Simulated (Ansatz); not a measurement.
GaSb:

```xyz
2
Lattice="0.0000 3.0590 3.0590 3.0590 0.0000 3.0590 3.0590 3.0590 0.0000" Properties=species:S:1:pos:R:3 pbc="T T T"
Sb    4.5885    4.5885    4.5885
Ga    0.0000    0.0000    0.0000
```

Base run:

| Property | Result |
| --- | --- |
| Program | Ansatz 0.2.0 |
| Functional | r2SCAN |
| Potentials or basis | Ansatz PAW |
| Cutoff | 500 eV (not typed: the program's choice for these potentials) |
| k mesh | 8 × 8 × 8 |
| Occupations | fermi-dirac, width 0.05 eV |
| Spin | no spin polarisation |

Its results: band gap on the k mesh 0.47 eV, direct; pressure 0.4 GPa.

Q: After a change of settings the same cell gave: band gap on the k mesh none (metal or under the smearing width); pressure -1.7 GPa. Which change was it?
A. functional from r2SCAN to PBEsol; cutoff from 500 eV (not typed: the program's choice for these potentials) to 420 eV (not typed: the program's choice for these potentials)
B. functional from r2SCAN to LDA; cutoff from 500 eV (not typed: the program's choice for these potentials) to 420 eV (not typed: the program's choice for these potentials)
C. functional from r2SCAN to revPBE; cutoff from 500 eV (not typed: the program's choice for these potentials) to 420 eV (not typed: the program's choice for these potentials)
D. functional from r2SCAN to RPBE; cutoff from 500 eV (not typed: the program's choice for these potentials) to 420 eV (not typed: the program's choice for these potentials)

A: B.

r2SCAN gives the wider gap, since meta-GGAs in the generalised Kohn-Sham scheme recover part of the derivative discontinuity.

Caveats: spin-orbit coupling is left out, which moves the levels of the heavy elements; the PAW data sets come from PBE, with cores solved anew for the run's functional, which leaves a small shift of forces and pressure.

Runs at the PBE level aren't shown here.
